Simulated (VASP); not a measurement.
# AgCl (Pm-3m) in VASP: single point with r2SCAN

Aim: the single point of AgCl with r2SCAN.

All numbers are computed with VASP 6.6.1; they aren't measurements. Logs are shortened: lines on timing, memory, paths and dates and some standing lists are left out, and cuts for length are marked.

**1. The structure**

The structure is cubic, space group Pm-3m (No. 221). Conventional cell: a = 3.434 Å, b = 3.434 Å, c = 3.434 Å, α = 90.00°, β = 90.00°, γ = 90.00°. Ag (site symmetry m-3m) is surrounded by 8 Cl at 2.97 Å. Cl (site symmetry m-3m) is surrounded by 8 Ag at 2.97 Å.

Measurements of this composition are mostly on another form, of space group No. 225.

**2. Single point, r2SCAN**

The input, POSCAR:

```
AgCl
1.0
    3.4339730000      0.0000000000      0.0000000000
    0.0000000000      3.4339730000      0.0000000000
    0.0000000000      0.0000000000      3.4339730000
Ag Cl
1 1
Direct
    0.0000000000      0.0000000000      0.0000000000
    0.5000000000      0.5000000000      0.5000000000
```

The input, INCAR.step1:

```
SYSTEM = AgCl
ALGO     = Normal         ! electronic algorithm
EDIFF    = 1E-4           ! SCF threshold, eV
ENCUT    = 520            ! plane-wave cutoff, eV
GGA      = PE             ! functional
ISMEAR   = 0              ! smearing method
LASPH    = .True.         ! aspherical terms in the spheres
LCHARG   = .False.        ! write CHGCAR
LREAL    = .False.        ! projectors in reciprocal space
LWAVE    = .True.         ! write WAVECAR
NBANDS   = 16             ! bands
NELM     = 60             ! most SCF steps
PREC     = Accurate       ! precision mode
SIGMA    = 0.1            ! smearing width, eV
```

The input, INCAR.step2:

```
SYSTEM = AgCl
ALGO     = Normal         ! electronic algorithm
EDIFF    = 1E-6           ! SCF threshold, eV
ENCUT    = 520            ! plane-wave cutoff, eV
ISIF     = 2              ! what is computed and relaxed
ISMEAR   = 0              ! smearing method
ISTART   = 1            
LASPH    = .True.         ! aspherical terms in the spheres
LCHARG   = .False.        ! write CHGCAR
LMIXTAU  = .True.       
LREAL    = .False.        ! projectors in reciprocal space
LWAVE    = .False.        ! write WAVECAR
METAGGA  = R2SCAN         ! meta-GGA
NBANDS   = 16             ! bands
NELM     = 60             ! most SCF steps
PREC     = Accurate       ! precision mode
SIGMA    = 0.1            ! smearing width, eV
```

The input, KPOINTS:

```
k-points
0
Gamma
  6 6 6
  0 0 0
```

Potentials or basis: VASP PAW PBE potentials, release 64 (Ag, Cl).

On the command line:

```sh
cat potpaw_PBE.64/Ag/POTCAR potpaw_PBE.64/Cl/POTCAR > POTCAR
cp INCAR.step1 INCAR
mpirun -np 1 vasp_std > vasp.out
cp INCAR.step2 INCAR
mpirun -np 1 vasp_std > vasp.out
```

OUTCAR:

```text
SYSTEM = AgCl
   EDIFF = 1E-6
   ENCUT = 520
   ISIF = 2
   ISMEAR = 0
   ISTART = 1
   LASPH = .True.
   LREAL = .False.
   METAGGA = R2SCAN
   NELM = 60
   PREC = Accurate

 ion  position               nearest neighbor table
   1  0.000  0.000  0.000-   2 2.97   2 2.97   2 2.97   2 2.97   2 2.97   2 2.97   2 2.97   2 2.97

   2  0.500  0.500  0.500-   1 2.97   1 2.97   1 2.97   1 2.97   1 2.97   1 2.97   1 2.97   1 2.97

  LATTYP: Found a simple cubic cell.
 ALAT       =     3.4339730000

  Lattice vectors:

 A1 = (   3.4339730000,   0.0000000000,   0.0000000000)
 A2 = (   0.0000000000,   3.4339730000,   0.0000000000)
 A3 = (   0.0000000000,   0.0000000000,   3.4339730000)

Analysis of symmetry for initial positions (statically):
=====================================================================
 Subroutine PRICEL returns:
 Original cell was already a primitive cell.

 Routine SETGRP: Setting up the symmetry group for a
 simple cubic supercell.

 Subroutine GETGRP returns: Found 48 space group operations
 (whereof 48 operations were pure point group operations)
 out of a pool of 48 trial point group operations.

The static configuration has the point symmetry O_h .

Analysis of symmetry for dynamics (positions and initial velocities):
=====================================================================
 Subroutine PRICEL returns:
 Original cell was already a primitive cell.

 Routine SETGRP: Setting up the symmetry group for a
 simple cubic supercell.

 Subroutine GETGRP returns: Found 48 space group operations
 (whereof 48 operations were pure point group operations)
 out of a pool of 48 trial point group operations.

The dynamic configuration has the point symmetry O_h .

 Subroutine INISYM returns: Found 48 space group operations
 (whereof 48 operations are pure point group operations),
 and found     1 'primitive' translations

----------------------------------------------------------------------------------------

                                     Primitive cell

  volume of cell :      40.4940

  direct lattice vectors                    reciprocal lattice vectors
     3.433973000  0.000000000  0.000000000     0.291207881  0.000000000  0.000000000
     0.000000000  3.433973000  0.000000000     0.000000000  0.291207881  0.000000000
     0.000000000  0.000000000  3.433973000     0.000000000  0.000000000  0.291207881

  length of vectors
     3.433973000  3.433973000  3.433973000     0.291207881  0.291207881  0.291207881

  position of ions in fractional coordinates (direct lattice)
     0.000000000  0.000000000  0.000000000
     0.500000000  0.500000000  0.500000000

  ion indices of the primitive-cell ions
   primitive index   ion index
                 1           1
                 2           2

----------------------------------------------------------------------------------------

 KPOINTS: k-points

Automatic generation of k-mesh.
 Grid dimensions read from file:
 generate k-points for:    6    6    6

 Generating k-lattice:

  Cartesian coordinates                     Fractional coordinates (reciprocal lattice)
     0.048534647  0.000000000  0.000000000     0.166666667  0.000000000  0.000000000
     0.000000000  0.048534647  0.000000000     0.000000000  0.166666667  0.000000000
     0.000000000  0.000000000  0.048534647     0.000000000  0.000000000  0.166666667

  Length of vectors
     0.048534647  0.048534647  0.048534647

  Shift w.r.t. Gamma in fractional coordinates (k-lattice)
     0.000000000  0.000000000  0.000000000

 Subroutine IBZKPT returns following result:
 ===========================================

 Found     20 irreducible k-points:

 Following reciprocal coordinates:
            Coordinates               Weight
  0.000000  0.000000  0.000000      1.000000
  0.166667  0.000000  0.000000      6.000000
  0.333333  0.000000  0.000000      6.000000
  0.500000  0.000000  0.000000      3.000000
  0.166667  0.166667  0.000000     12.000000
  0.333333  0.166667  0.000000     24.000000
[... 12 lines left out ...]
  0.500000  0.500000  0.333333      6.000000
  0.500000  0.500000  0.500000      1.000000
   k-points           NKPTS =     20   k-points in BZ     NKDIM =     20   number of bands    NBANDS=     16
   number of dos      NEDOS =    301   number of ions     NIONS =      2
   total plane-waves  NPLWV =  21952
   dimension x,y,z NGX =    28 NGY =   28 NGZ =   28
   dimension x,y,z NGXF=    56 NGYF=   56 NGZF=   56
   ions per type =               1   1
   NGX,Y,Z   is equivalent  to a cutoff of  13.56, 13.56, 13.56 a.u.
   NGXF,Y,Z  is equivalent  to a cutoff of  27.11, 27.11, 27.11 a.u.
 SYSTEM =  AgCl
   PREC   = accura    normal or accurate (medium, high low for compatibility)
   ISTART =      1    job   : 0-new  1-cont  2-samecut
   ICHARG =      0    charge: 1-file 2-atom 10-const
   ISPIN  =      1    spin polarized calculation?
   LNONCOLLINEAR =      F non collinear calculations
   LSORBIT =      F    spin-orbit coupling
   LASPH  =      T    aspherical Exc in radial PAW
   ENCUT  =  520.0 eV  38.22 Ry    6.18 a.u.   6.38  6.38  6.38*2*pi/ulx,y,z
   NELM   =     60;   NELMIN=  2; NELMDL=  0     # of ELM steps
   EDIFF  = 0.1E-05   stopping-criterion for ELM
   LREAL  =      F    real-space projection
   EDIFFG = 0.1E-04   stopping-criterion for IOM
   NSW    =      0    number of steps for IOM
   IBRION =     -1    ionic relax: 0-MD 1-quasi-New 2-CG
   NFREE  =      0    steps in history (QN), initial steepest desc. (CG)
   ISIF   =      2    stress and relaxation
   ISYM   =      2    0-nonsym 1-usesym 2-fastsym
   POTIM  = 0.5000    time-step for ionic-motion
   TEBEG  =    0.0;   TEEND  =   0.0 temperature during run
   PSTRESS=    0.0 pullay stress
   NELECT =      18.0000    total number of electrons
   NUPDOWN=      -1.0000    fix difference up-down
   EMIN   =  10.00;   EMAX   =-10.00  energy-range for DOS
   EFERMI =   0.00;   METHOD = LEGACY
   ISMEAR =     0;   SIGMA  =   0.10  broadening in eV -4-tet -1-fermi 0-gaus
   EFERMI_NEDOS =   21; number of points for ismear=-14 and -15
   IALGO  =     38    algorithm
   IMIX   =      4    mixing-type and parameters
     AMIX     =   0.40;   BMIX     =  1.00
     AMIX_MAG =   1.60;   BMIX_MAG =  1.00
  volume/ion in A,a.u.               =      20.25       136.63
  Fermi-wavevector in a.u.,A,eV,Ry     =   1.249402  2.361027 21.238760  1.561005
  Thomas-Fermi vector in A             =   2.383444
   LORBIT       =      0    0 simple, 1 ext, 2 COOP (PROOUT), +10 PAW based schemes
   METAGGA = R2SCAN    functional components
   LHFCALC =     F    Hartree Fock is set to
   AEXX    =    0.0000 exact exchange contribution
   IVDW    =     0    specifies the selected vdW correction
   LEPSILON=     F    determine dielectric tensor
   LRPA    =     F    only Hartree local field effects (RPA)
 non-spin polarized calculation
 Gauss-broadening in eV      SIGMA  =   0.10
  energy-cutoff  :      520.00
  volume of cell :       40.49
 maximum number of plane-waves:      1108
 NGX is ok and might be reduce to    28
   NGX = 13   NGY = 13   NGZ = 13

 number of electron      18.0000002 magnetization

 Free energy of the ion-electron system (eV)
  ---------------------------------------------------
  ext. energy  EPLUGINS =         0.00000000
  ---------------------------------------------------
  free energy    TOTEN  =       -28.39117722 eV

  energy without entropy =      -28.39117722  energy(sigma->0) =      -28.39117722

 E-fermi :   4.0452     XC(G=0): -10.8712

 val. band max:        3.5815959405   @ k =   0.5000   0.0000   0.0000
 cond. band min:       4.7470747666   @ k =   0.0000   0.0000   0.0000
 fundamental gap:      1.1654788261
 Fermi energy:         4.0451526297

 k-point     1 :       0.0000    0.0000    0.0000
  band No.  band energies     occupation
      1     -11.5949      2.00000
      2       0.8912      2.00000
      3       0.8912      2.00000
      4       1.8131      2.00000
      5       1.8131      2.00000
      6       1.8131      2.00000
[... 8 lines left out ...]
     15      18.2099      0.00000
     16      20.6995      0.00000

 k-point     2 :       0.1667    0.0000    0.0000
  band No.  band energies     occupation
      1     -11.4880      2.00000
      2       0.4023      2.00000
      3       0.9252      2.00000
      4       1.2712      2.00000
      5       1.2712      2.00000
      6       1.6237      2.00000
[... 8 lines left out ...]
     15      17.6964      0.00000
     16      20.6011      0.00000

 k-point     3 :       0.3333    0.0000    0.0000
  band No.  band energies     occupation
      1     -11.2580      2.00000
      2      -0.8794      2.00000
      3       0.8444      2.00000
      4       0.8444      2.00000
      5       0.9946      2.00000
      6       1.8507      2.00000
[... 8 lines left out ...]
     15      19.4766      0.00000
     16      20.4073      0.00000

 k-point     4 :       0.5000    0.0000    0.0000
  band No.  band energies     occupation
      1     -11.1337      2.00000
      2      -1.4347      2.00000
      3       0.6932      2.00000
      4       0.6932      2.00000
      5       1.0299      2.00000
      6       1.8634      2.00000
[... 8 lines left out ...]
     15      20.1199      0.00000
     16      20.3116      0.00000

 k-point     5 :       0.1667    0.1667    0.0000
  band No.  band energies     occupation
      1     -11.3884      2.00000
      2       0.2823      2.00000
      3       0.6378      2.00000
      4       1.1446      2.00000
      5       1.1742      2.00000
      6       1.7437      2.00000
[... 8 lines left out ...]
     15      18.5110      0.00000
     16      19.5059      0.00000

 k-point     6 :       0.3333    0.1667    0.0000
  band No.  band energies     occupation
      1     -11.1756      2.00000
      2      -0.6879      2.00000
      3       0.5915      2.00000
      4       0.9502      2.00000
      5       1.1392      2.00000
      6       1.7491      2.00000
[... 8 lines left out ...]
     15      19.3309      0.00000
     16      19.6982      0.00000
[... 191 lines left out ...]
 k-point    17 :       0.3333    0.3333    0.3333
  band No.  band energies     occupation
      1     -10.7425      2.00000
      2      -0.3379      2.00000
      3      -0.3379      2.00000
      4       0.1519      2.00000
      5       1.7499      2.00000
      6       1.7499      2.00000
[... 8 lines left out ...]
     15      18.3880      0.00000
     16      19.1060      0.00000

 k-point    18 :       0.5000    0.3333    0.3333
  band No.  band energies     occupation
      1     -10.6491      2.00000
      2      -0.6130      2.00000
      3      -0.4567      2.00000
      4       0.0292      2.00000
      5       1.7698      2.00000
      6       1.9205      2.00000
[... 8 lines left out ...]
     15      18.8854      0.00000
     16      20.7115      0.00000

 k-point    19 :       0.5000    0.5000    0.3333
  band No.  band energies     occupation
      1     -10.5552      2.00000
      2      -0.6590      2.00000
      3      -0.6590      2.00000
      4      -0.3419      2.00000
      5       1.8632      2.00000
      6       2.1159      2.00000
[... 8 lines left out ...]
     15      21.3178      0.00000
     16      21.3178      0.00000

 k-point    20 :       0.5000    0.5000    0.5000
  band No.  band energies     occupation
      1     -10.4556      2.00000
      2      -0.7915      2.00000
      3      -0.7915      2.00000
      4      -0.7915      2.00000
      5       2.1202      2.00000
      6       2.1202      2.00000
[... 8 lines left out ...]
     15      22.1523      0.00000
     16      22.1523      0.00000

------------------------ aborting loop because EDIFF is reached ----------------------------------------

  FORCE on cell =-STRESS in cart. coord.  units (eV):
  Direction    XX          YY          ZZ          XY          YZ          ZX
  --------------------------------------------------------------------------------------
  -------------------------------------------------------------------------------------
  Total       -0.4728380     -0.4728380     -0.4728380      0.0000000      0.0000000     -0.0000000
  in kB      -18.7082129    -18.7082129    -18.7082129      0.0000000      0.0000000     -0.0000000
  external PRESSURE =     -18.7082129 kB  Pullay stress =       0.0000000 kB

 VOLUME and BASIS-vectors are now :
 -----------------------------------------------------------------------------
  energy-cutoff  :      520.00
  volume of cell :       40.49
      direct lattice vectors                 reciprocal lattice vectors
     3.433973000  0.000000000  0.000000000     0.291207881  0.000000000  0.000000000
     0.000000000  3.433973000  0.000000000     0.000000000  0.291207881  0.000000000
     0.000000000  0.000000000  3.433973000     0.000000000  0.000000000  0.291207881

 POSITION                                       TOTAL-FORCE (eV/Angst)
 -----------------------------------------------------------------------------------
      0.00000      0.00000      0.00000         0.000000      0.000000      0.000000
      1.71699      1.71699      1.71699         0.000000      0.000000      0.000000
 -----------------------------------------------------------------------------------
    total drift:                               -0.000000      0.000000      0.000000

  FREE ENERGIE OF THE ION-ELECTRON SYSTEM (eV)
  ---------------------------------------------------
  free  energy   TOTEN  =       -28.3911772211 eV

  energy  without entropy=      -28.3911772211  energy(sigma->0) =      -28.39117722
```

Wall time 74 s (1 thread of Intel Xeon Platinum 8375C at 2.90GHz (Ice Lake), shared host); peak memory 0.17 GiB.

What came out:

```yaml
Free_energy: -28.3912 eV
Pressure: -1.9 GPa
Band_gap_on_the_k_mesh: 1.17 eV, indirect (least direct gap 2.72 eV)
```

Caveat: the PAW data sets were made with another functional, which shifts forces and pressure a little. A k mesh can miss the band edges.
